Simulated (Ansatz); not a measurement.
# Mo3H: the cost of one run

Method: DFT PBE, scalar-relativistic, plane waves, PAW, in Ansatz 0.2.0.

The COD entry's cell or inner coordinates are ideal or old and differ from later refinements, so a difference from it is no clean test against experiment.

6 further runs of the same task are left out: 6 set aside as unsound or not needed.

### 1 The structure to begin with

It takes space group Cm (No. 8, monoclinic). Conventional cell: a = 7.742 Å, b = 4.470 Å, c = 22.260 Å, α = 90.00°, β = 90.00°, γ = 90.00°. Mo (site symmetry m) has 4 Mo at 2.66 to 2.74 Å as nearest neighbours. Around Mo (site symmetry m) lie 7 Mo at 2.56 to 2.74 Å. Around Mo (site symmetry m) lie 7 Mo at 2.43 to 2.74 Å. Mo (site symmetry m) has 13 Mo at 2.66 to 3.11 Å as nearest neighbours. Mo (site symmetry m) is surrounded by 1 H at 2.09 Å. Mo (site symmetry m) has 1 H at 1.42 Å as nearest neighbours. Around H (site symmetry m) lie 1 H at 0.75 Å.

As a file:

```
Mo H
1.0
     4.46958    0.00000    0.00000
    -2.23479    3.87077    0.00000
     0.00000    0.00000   22.25958
Mo H
6 2
Direct
  0.66667 0.33333 0.17970
  0.33333 0.66667 0.22068
  0.00000 0.00000 0.26167
  0.66667 0.33333 0.29905
  0.33333 0.66667 0.33552
  0.00000 0.00000 0.37106
  0.11823 0.23645 0.42003
  0.21511 0.43021 0.42003
```

This is the geometry of the first run shown, built on a cell relaxed beforehand with the same method.

### 2 Plan of the line

Atoms count from 1 in the order of the input.

H2 lies flat over one site of a rigid substrate while its bond length and height are varied.

The axes are (1) distance H7-H8: 8 values from 0.650 to 2.608 Å; (2) height of the H2 axis above the plane of Mo6: 9 values from 0.45 to 3.60 Å.

Nothing else is relaxed. Points are written as (first, second).

### 3 Grid point (0.750 Å, 1.09 Å)

A dipole layer in the vacuum cancels the field that periodic copies would set up if the slab's two faces differ.

input.yaml

```yaml
crystal:
  lattice:
    - [4.4695765307, 0.0, 0.0]
    - [-2.2347882654, 3.8707668198, 0.0]
    - [0.0, 0.0, 22.2595805625]
  atoms:
    - { symbol: Mo, position: [0.6666666667, 0.3333333333, 0.1796979053] }
    - { symbol: Mo, position: [0.3333333333, 0.6666666667, 0.2206846834] }
    - { symbol: Mo, position: [0.0, 0.0, 0.2616714615] }
    - { symbol: Mo, position: [0.6666666667, 0.3333333333, 0.2990466905] }
    - { symbol: Mo, position: [0.3333333333, 0.6666666667, 0.3355225568] }
    - { symbol: Mo, position: [0.0, 0.0, 0.3710573314] }
    - { symbol: H, position: [0.1182266524, 0.2364533048, 0.4200250106] }
    - { symbol: H, position: [0.2151066809, 0.4302133619, 0.4200250106] }
basis:
  ecutwfc: 420
kpoints:
  mp_grid: { grid: [6, 6, 1] }
hamiltonian:
  xc: pbe
  pseudopotentials: { kind: paw, azcp: { folder: soft_1 } }
scf:
  occupations: { method: gaussian, width: 0.1 }
output:
  forces: true
  eigenvalues: true
  write_density: true
  write_potential: true
  elf: true
  volumetric_format: npy
efield:
  axis: 3
  dipole_correction: true
  ramp_width: 0.04
```

Command:

```
$ ansatz run input.yaml --threads 1 --pin off --max-ram 3072MiB --backend cpu --events-out ev --progress --plain --runs-dir out
```

What time and memory should one allow on 1 thread of Arm Neoverse V2, shared host?

About 39 s, with a peak of 0.54 GiB.
